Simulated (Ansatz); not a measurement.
Sn under pressure: fit and missing row

Sn, Fd-3m, a = 6.541 Å. Ansatz: PBEsol, PAW, 420 eV, Γ-centred 12×12×12 mesh on 2 atoms, Gaussian smearing 0.10 eV; no spin polarisation. Cell and atoms are relaxed at each pressure, and no other structure is tried, so the rows at high pressure may lie past a change of phase.

| V (Å³/atom) | P (GPa) |
| --- | --- |
| 23.843 | 39.98 |
| 27.037 | 19.93 |
| ? | 9.99 |
| 31.782 | 5.00 |
| 33.510 | 1.96 |
| 34.977 | -0.01 |
| 36.980 | -2.02 |

Task: Take V0 = 34.977 Å³/atom, count pressures from its P0 = -0.01 GPa, fit the third-order Birch–Murnaghan form to the other rows, and predict the missing volume.

Result: With the Eulerian strain f = ½[(V0/V)^(2/3) − 1] and y = (P − P0)/[3f(1 + 2f)^(5/2)], the form is the line y = B0 + 1.5 B0 (B0′ − 4) f. Rows (f, y): 0.14553, 48.4; 0.09363, 46.2; 0.03297, 43.2; 0.01449, 42.2; -0.01822, 40.3. Means f = 0.05368, y = 44.060; Σ(Δf)² = 0.01717, ΣΔfΔy = 0.8452; the slope is their ratio. y = 41.42 + 49.23 f GPa, so B0 = 41.4 GPa and B0′ = 4 + 2 × (49.23)/(3 × 41.42) = 4.79. P = 9.99 GPa is met at f = 0.05741 (y = 44.25), so V = V0 (1 + 2f)^(−3/2) = 29.715 Å³/atom. The run gave 29.726 Å³/atom, so the fit is 0.011 Å³/atom too low, within the rms miss on the fitted rows (0.014 Å³/atom).